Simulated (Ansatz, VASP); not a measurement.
**One calculation of Be, two programs**

Contents of INCAR:

```
  PREC = Accurate
  ENCUT = 520
  EDIFF = 1E-7
  ISMEAR = -1
  SIGMA = 0.1
  LREAL = False
  LASPH = True
  NELM = 80
  ALGO = Fast
  ISIF = 2
  LWAVE = False
  LCHARG = False
  GGA = PS
  NBANDS = 7
```

The input KPOINTS:

```
regular mesh
0
Gamma
  20 20 20
```

Contents of POSCAR:

```
Be
1.0
   -1.2300357510      1.2300357510      1.2300357510
    1.2300357510     -1.2300357510      1.2300357510
    1.2300357510      1.2300357510     -1.2300357510
Be
1
Direct
    0.0000000000      0.0000000000      0.0000000000
```

Input for Ansatz:

```yaml
crystal:
  lattice:
    - [-1.230035751, 1.230035751, 1.230035751]
    - [1.230035751, -1.230035751, 1.230035751]
    - [1.230035751, 1.230035751, -1.230035751]
  atoms:
    - { symbol: Be, position: [0.0, 0.0, 0.0] }
hamiltonian:
  xc: pbesol
  pseudopotentials:
    kind: paw
    azcp:
      Be: "pseudopotentials/Be.paw.azcp"
basis:
  ecutwfc: 420
  fft_grid_basis: typed
kpoints:
  mp_grid: { grid: [20, 20, 20], shift: [0, 0, 0] }
magnetization:
  spin_polarized: false
scf:
  occupations: { method: fermi_dirac, width: 0.1 }
  lower_state_search: "off"
output:
  stress: true
```

Alike in both runs: task single point; functional PBEsol; k mesh 20 × 20 × 20; occupations fermi-dirac, width 0.1 eV; no spin polarisation.

|  | VASP | Ansatz |
| --- | --- | --- |
| version | VASP 6.6.1 | Ansatz 0.2.0 |
| potentials or method | VASP PAW PBE potentials, release 64 (Be) | plane waves (420 eV) with PAW, scalar-relativistic |
| plane-wave cutoff (eV) | 520 | 420 |
| valence electrons in the cell | 2 | 2 |

VASP gave:

```
pressure (GPa) : 5.8
```

Q: Which values does Ansatz return?

A: Pressure (GPa): 5.3.

Ansatz warned: «pseudo_functional_mismatch».

Caveats: the PAW data sets were made with another functional, which shifts forces and pressure a little (VASP).
